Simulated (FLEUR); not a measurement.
Input of a FLEUR MaX-R8.1 (later development tree) run:

inp.xml

```xml
<?xml version="1.0" encoding="UTF-8" standalone="no"?>
<fleurInput fleurInputVersion="0.39">
   <comment>
      Ba                                                                                                  
   </comment>
   <calculationSetup>
      <cutoffs Kmax="4.1" Gmax="12.7" GmaxXC="12.7" numbands="all"/>
      <scfLoop itmax="60" minDistance="0.00001" maxIterBroyd="15" imix="Anderson" alpha="0.05" precondParam="0.0" spinf="2.0" sdNocoIR="T"/>
      <coreElectrons ctail="T" frcor="F" kcrel="0" coretail_lmax="0"/>
      <xcFunctional name="wc" relativisticCorrections="F"/>
      <magnetism jspins="1"/>
      <soc l_soc="T" theta="0.0" phi="0.0" spav="F"/>
      <expertModes spex="0" secvar="F"/>
      <geometryOptimization l_f="F" forcealpha="1.0" forcemix="BFGS" epsdisp="0.00001" epsforce="0.00001"/>
      <ldaU l_linMix="F" mixParam="0.05" spinf="1.0"/>
   </calculationSetup>
   <cell>
      <bzIntegration valenceElectrons="20.0" mode="hist" fermiSmearingEnergy="0.00183747">
         <kPointListSelection listName="default-1"/>
         <!-- k-points included here -->
         <xi:include xmlns:xi="http://www.w3.org/2001/XInclude" href="kpts.xml"> </xi:include>
      </bzIntegration>
      <!-- symmetry operations included here -->
      <xi:include xmlns:xi="http://www.w3.org/2001/XInclude" href="sym.xml"> </xi:include>
      <bulkLattice scale="1.0">
         <bravaisMatrix>
            <row-1>   -4.7365985313098999     4.7365985313098999     4.7365985313098999</row-1>
            <row-2>    4.7365985313098999    -4.7365985313098999     4.7365985313098999</row-2>
            <row-3>    4.7365985313098999     4.7365985313098999    -4.7365985313098999</row-3>
         </bravaisMatrix>
      </bulkLattice>
   </cell>
   <atomSpecies>
      <species name="Barium (Ba)" element="Ba" atomicNumber="56">
         <mtSphere radius="2.66" gridPoints="879" logIncrement="0.015"/>
         <atomicCutoffs lmax="11" lnonsphr="8"/>
         <electronConfig flipSpins="F">
            <coreConfig>(1s1/2) (2s1/2) (2p1/2) (2p3/2) (3s1/2) (3p1/2) (3p3/2) (4s1/2) (3d3/2) (3d5/2) (4p1/2) (4p3/2)</coreConfig>
            <valenceConfig>(5s1/2) (4d3/2) (4d5/2) (5p1/2) (5p3/2) (6s1/2)</valenceConfig>
         </electronConfig>
         <energyParameters s="6" p="5" d="4" f="4"/>
         <lo type="SCLO" l="0" n="5" eDeriv="0"/>
         <lo type="HELO" l="1" n="6" eDeriv="0"/>
         <lo type="HELO" l="1" n="6" eDeriv="1"/>
         <lo type="HELO" l="2" n="5" eDeriv="0"/>
         <lo type="HELO" l="2" n="5" eDeriv="1"/>
         <lo type="SCLO" l="3" n="4" eDeriv="2"/>
      </species>
   </atomSpecies>
   <atomGroups>
      <atomGroup species="Barium (Ba)">
         <relPos label="                   1">.0000000000 .0000000000 .0000000000</relPos>
         <force calculate="T" relaxXYZ="TTT"/>
      </atomGroup>
   </atomGroups>
   <output dos="F" band="F" slice="F">
      <checks vchk="F" cdinf="F"/>
      <bandDOS minEnergy="-.5*Htr" maxEnergy="0.5*Htr" sigma="0.015" storeEVData="T"/>
      <vacuumDOS vacdos="F" integ="F" star="F" nstars="0" locx1="0.0" locy1="0.0" locx2="0.0" locy2="0.0" nstm="0" tworkf="0.0"/>
      <unfoldingBand unfoldBand="F" supercellX="1" supercellY="1" supercellZ="1"/>
      <plotting iplot="0" polar="F">
         <plot TwoD="T" vec1="  1.0  0.0  0.0" vec2="  0.0  1.0  0.0" vec3="  0.0  0.0  1.0" zero="  0.0  0.0  0.0" file="plot"/>
      </plotting>
      <chargeDensitySlicing numkpt="0" minEigenval="0.0" maxEigenval="0.0" nnne="0" pallst="F"/>
      <specialOutput eonly="F"/>
      <moessbauerParams electricFieldGradient="T" isomerShift="T" coreHyperfine="T" valenceHyperfine="T"/>
      <magneticCircularDichroism mcd="F" energyLo="-10.0" energyUp="0.0"/>
   </output>
  <!-- We include the file relax.xml here to enable relaxations (see documentation) -->
  <xi:include xmlns:xi="http://www.w3.org/2001/XInclude" href="relax.xml"> <xi:fallback/> </xi:include>
</fleurInput>
```

Contents of crystal.txt:

```
Ba
&input cartesian=F /
-2.5065000000  2.5065000000  2.5065000000
2.5065000000  -2.5065000000  2.5065000000
2.5065000000  2.5065000000  -2.5065000000
1.8897261246
1.0 1.0 1.0

1
56 0.0000000000  0.0000000000  0.0000000000

&soc 0.0 0.0 /
&kpt div1=6 div2=6 div3=6 gamma=T /
```

inp.xml (bands)

```
<?xml version="1.0" encoding="UTF-8" standalone="no"?>
<fleurInput fleurInputVersion="0.39">
   <comment>
      Ba                                                                                                  
   </comment>
   <calculationSetup>
      <cutoffs Kmax="4.1" Gmax="12.7" GmaxXC="12.7" numbands="all"/>
      <scfLoop itmax="60" minDistance="0.00001" maxIterBroyd="15" imix="Anderson" alpha="0.05" precondParam="0.0" spinf="2.0" sdNocoIR="T"/>
      <coreElectrons ctail="T" frcor="F" kcrel="0" coretail_lmax="0"/>
      <xcFunctional name="wc" relativisticCorrections="F"/>
      <magnetism jspins="1"/>
      <soc l_soc="T" theta="0.0" phi="0.0" spav="F"/>
      <expertModes spex="0" secvar="F"/>
      <geometryOptimization l_f="F" forcealpha="1.0" forcemix="BFGS" epsdisp="0.00001" epsforce="0.00001"/>
      <ldaU l_linMix="F" mixParam="0.05" spinf="1.0"/>
   </calculationSetup>
   <cell>
      <bzIntegration valenceElectrons="20.0" mode="hist" fermiSmearingEnergy="0.00183747">
         <kPointListSelection listName="path-1"/>
         <!-- k-points included here -->
         <xi:include xmlns:xi="http://www.w3.org/2001/XInclude" href="kpts.xml"> </xi:include>
      </bzIntegration>
      <!-- symmetry operations included here -->
      <xi:include xmlns:xi="http://www.w3.org/2001/XInclude" href="sym.xml"> </xi:include>
      <bulkLattice scale="1.0">
         <bravaisMatrix>
            <row-1>   -4.7365985313098999     4.7365985313098999     4.7365985313098999</row-1>
            <row-2>    4.7365985313098999    -4.7365985313098999     4.7365985313098999</row-2>
            <row-3>    4.7365985313098999     4.7365985313098999    -4.7365985313098999</row-3>
         </bravaisMatrix>
      </bulkLattice>
   </cell>
   <atomSpecies>
      <species name="Barium (Ba)" element="Ba" atomicNumber="56">
         <mtSphere radius="2.66" gridPoints="879" logIncrement="0.015"/>
         <atomicCutoffs lmax="11" lnonsphr="8"/>
         <electronConfig flipSpins="F">
            <coreConfig>(1s1/2) (2s1/2) (2p1/2) (2p3/2) (3s1/2) (3p1/2) (3p3/2) (4s1/2) (3d3/2) (3d5/2) (4p1/2) (4p3/2)</coreConfig>
            <valenceConfig>(5s1/2) (4d3/2) (4d5/2) (5p1/2) (5p3/2) (6s1/2)</valenceConfig>
         </electronConfig>
         <energyParameters s="6" p="5" d="4" f="4"/>
         <lo type="SCLO" l="0" n="5" eDeriv="0"/>
         <lo type="HELO" l="1" n="6" eDeriv="0"/>
         <lo type="HELO" l="1" n="6" eDeriv="1"/>
         <lo type="HELO" l="2" n="5" eDeriv="0"/>
         <lo type="HELO" l="2" n="5" eDeriv="1"/>
         <lo type="SCLO" l="3" n="4" eDeriv="2"/>
      </species>
   </atomSpecies>
   <atomGroups>
      <atomGroup species="Barium (Ba)">
         <relPos label="                   1">.0000000000 .0000000000 .0000000000</relPos>
         <force calculate="T" relaxXYZ="TTT"/>
      </atomGroup>
   </atomGroups>
   <output dos="F" band="T" slice="F">
      <checks vchk="F" cdinf="F"/>
      <bandDOS minEnergy="-.5*Htr" maxEnergy="0.5*Htr" sigma="0.015" storeEVData="T"/>
      <vacuumDOS vacdos="F" integ="F" star="F" nstars="0" locx1="0.0" locy1="0.0" locx2="0.0" locy2="0.0" nstm="0" tworkf="0.0"/>
      <unfoldingBand unfoldBand="F" supercellX="1" supercellY="1" supercellZ="1"/>
      <plotting iplot="0" polar="F">
         <plot TwoD="T" vec1="  1.0  0.0  0.0" vec2="  0.0  1.0  0.0" vec3="  0.0  0.0  1.0" zero="  0.0  0.0  0.0" file="plot"/>
      </plotting>
      <chargeDensitySlicing numkpt="0" minEigenval="0.0" maxEigenval="0.0" nnne="0" pallst="F"/>
      <specialOutput eonly="F"/>
      <moessbauerParams electricFieldGradient="T" isomerShift="T" coreHyperfine="T" valenceHyperfine="T"/>
      <magneticCircularDichroism mcd="F" energyLo="-10.0" energyUp="0.0"/>
   </output>
  <!-- We include the file relax.xml here to enable relaxations (see documentation) -->
  <xi:include xmlns:xi="http://www.w3.org/2001/XInclude" href="relax.xml"> <xi:fallback/> </xi:include>
</fleurInput>
```

Potentials or basis: all-electron, FLAPW.

The run is started by

```bash
$ inpgen -f crystal.txt -profile fastHighL
$ # inp.xml edited to the form shown
$ fleur_MPI
$ fleur_MPI   # second run, on inp.xml (bands)
```

Predict the band gap along the path.

none (metal or under the smearing width).

Core levels (eV from the Fermi level):
| atom | levels |
| --- | --- |
| 1 Ba | 1s1/2 -37221.1, 2s1/2 -5876.9, 2p1/2 -5536.4, 2p3/2 -5154.6, 3s1/2 -1236.6, 3p1/2 -1093.6, 3p3/2 -1019.8, 4s1/2 -238.6, 3d3/2 -768.6, 3d5/2 -752.9, 4p1/2 -186.6, 4p3/2 -171.2 |
